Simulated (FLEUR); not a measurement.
Crystal: Au.

```xyz
1
Lattice="0.0000 2.0350 2.0350 2.0350 0.0000 2.0350 2.0350 2.0350 0.0000" Properties=species:S:1:pos:R:3 pbc="T T T"
Au    0.0000    0.0000    0.0000
```

```yaml
Program: FLEUR MaX-R8.1 (later development tree)
Task: single point
Functional: PBE
Potentials_or_basis: all-electron
Basis: FLAPW
Kmax: 4.1 1/bohr
k_mesh: 11 × 11 × 11
Occupations: fermi-dirac, width 0.05 eV
Spin: no spin polarisation
Gmax: 12.7 1/bohr
Muffin-tin_radii: Au 2.47 bohr
lmax: Au 10
Local_orbitals_a_species: Au 5
Max_iterations: 60
Mixing_factor: 0.05
Mixer: Anderson
Mixer_history: 15
Density_convergence: 1e-05 me/bohr^3
```

On this cell: band gap on the k mesh none (metal or under the smearing width).

The same run follows on a disturbed copy (cell strained at random at fixed volume):

```xyz
1
Lattice="0.0595 2.0328 2.0239 2.0628 0.0301 2.0533 2.0741 2.0734 0.0189" Properties=species:S:1:pos:R:3 pbc="T T T"
Au    0.0297    0.0344   -0.0121
```

**Question.** What changes?

**Answer.** The energy (extrapolated to zero smearing) moves by +6.7 meV/atom; band gap on the k mesh none (metal or under the smearing width).
